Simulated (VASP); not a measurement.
A run of VASP 6.6.1 is set up as follows.

Contents of INCAR:

```
SYSTEM = GaN
PREC     = Accurate       ! precision mode
ENCUT    = 520            ! plane-wave cutoff, eV
EDIFF    = 1E-6           ! SCF threshold, eV
ISMEAR   = 0              ! smearing method
SIGMA    = 0.01           ! smearing width, eV
LREAL    = .FALSE.        ! projectors in reciprocal space
LASPH    = .TRUE.         ! aspherical terms in the spheres
NELM     = 100            ! most SCF steps
ALGO     = Fast           ! electronic algorithm
ISIF     = 2              ! what is computed and relaxed
LWAVE    = .FALSE.        ! write WAVECAR
LCHARG   = .FALSE.        ! write CHGCAR
GGA      = PE             ! functional
NBANDS   = 46             ! bands
```

The input KPOINTS:

```
regular mesh
0
G
  3 3 3
  0 0 0
```

Contents of POSCAR:

```
GaN
1.0
    0.0000000000      4.5484769843      0.0000000000
    0.0000000000      0.0000000000     -4.5484769843
   -4.5484769843      0.0000000000      0.0000000000
Ga N
4 4
Direct
    0.5000000000      1.0000000000      0.5000000000
    0.0000000000      1.0000000000      0.0000000000
    0.5000000000      0.5000000000      0.0000000000
    0.0000000000      0.5000000000      0.5000000000
    0.7500000000      0.7500000000      0.7500000000
    0.2500000000      0.7500000000      0.2500000000
    0.7500000000      0.2500000000      0.2500000000
    0.2500000000      0.2500000000      0.7500000000
```

Potentials or basis: VASP PAW PBE potentials, release 64 (Ga_d, N).

Launch:

```sh
$ cat potpaw_PBE.64/Ga_d/POTCAR potpaw_PBE.64/N/POTCAR > POTCAR
$ mpirun -np 1 vasp_std > vasp.out
```

(1) Estimate the band gap on the k mesh.

(2) What does it give for the pressure?

## Answers

(1) 1.54 eV.

(2) 0.5 GPa.

Caveat: the k mesh is coarse (spacing up to 0.46 Å⁻¹), so the values aren't converged.
